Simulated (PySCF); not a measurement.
Two species compared at the same levels of theory.

First species: trans-2-butene, C₄H₈.
Geometry (GFN2-xTB, Å), atoms numbered from 1 in this order:
```
atom  x, y, z in Å
C1     1.940   -0.138   -0.098
C2     0.483   -0.160   -0.424
C3    -0.483    0.160    0.420
C4    -1.940    0.138    0.094
H5     2.374   -1.128   -0.240
H6     2.105    0.171    0.931
H7     2.465    0.549   -0.761
H8     0.238   -0.464   -1.434
H9    -0.238    0.465    1.430
H10   -2.375    1.127    0.240
H11   -2.104   -0.168   -0.937
H12   -2.465   -0.553    0.754
```

Second species: C4H8.
Z-matrix (Å and degrees, GFN2-xTB geometry), rows numbered from 1:
```
C 
C   1  1.3192
C   2  1.4954  1  124.53
C   3  1.5285  2  111.10  1   118.33
H   1  1.0782  2  121.57  3     0.79
H   1  1.0769  2  122.20  3  -179.65
H   2  1.0828  1  120.26  3   179.01
H   3  1.0940  2  109.12  1  -121.52
H   3  1.0915  2  109.76  1    -3.17
H   4  1.0877  3  110.27  2   -60.72
H   4  1.0876  3  110.56  2   179.30
H   4  1.0879  3  110.55  2    59.05
```

Levels: CAM-B3LYP/def2-SVPD for dipole moment, HOMO energy, LUMO energy, HOMO–LUMO gap, static isotropic polarisability and electronic spatial extent ⟨r²⟩ about the centre of nuclear charge; TDDFT CAM-B3LYP/def2-SVPD for lowest singlet excitation; TDA CAM-B3LYP/def2-SVPD for lowest triplet excitation (Tamm–Dancoff); GFN2-xTB for rotational constant A and rotational constant C. Geometries: GFN2-xTB. Each species is one conformer at its optimised geometry, gas phase, non-relativistic unless stated; the electronic structure was computed with PySCF and density fitting.

The conformers computed, where there is a choice (atom-mapped SMILES and torsion angles):
- `[CH2:1]=[CH:2][CH2:3][CH3:4]`: C1–C2–C3–C4 118°

Question: Which has the higher LUMO energy?

Answer: The first: 1.65 eV against 1.40 eV, a difference of 0.25 eV.

Question: Which has the higher dipole moment?

Answer: The second: 0.39 D against 0.00 D, a difference of 0.39 D.

Question: Which of the two has the higher rotational constant A, and by how much?

Answer: The first: 34.969 GHz against 22.392 GHz, a difference of 12.577 GHz.

Question: Which of the two has the higher rotational constant C, and by how much?

Answer: The second: 4.156 GHz against 3.563 GHz, a difference of 0.593 GHz.

Question: Which has the higher HOMO–LUMO gap?

Answer: The second: 10.18 eV against 9.92 eV, a difference of 0.26 eV.

Question: Which has the higher T1 energy?

Answer: The second: 4.51 eV against 4.45 eV, a difference of 0.06 eV.

Question: Which has the higher static isotropic polarisability?

Answer: The first: 51.4 au against 50.8 au, a difference of 0.6 au.

Question: Which has the higher ⟨r²⟩?

Answer: The first: 395 bohr² against 361 bohr², a difference of 34 bohr².

On the first: Point group C2h forbids a permanent dipole, so the rigid molecule has no electric-dipole pure rotational spectrum. S1 lies 3.04 eV below the HOMO–LUMO gap; its leading configuration is HOMO→LUMO, weight 0.95.

On the second: The polarisability is 7.53 Å³ as a volume (1 au = 0.148185 Å³), or 1.59 au for each of the 32 electrons. A dipole of 0.39 D is allowed in C1, and pure rotational transitions are dipole-allowed.
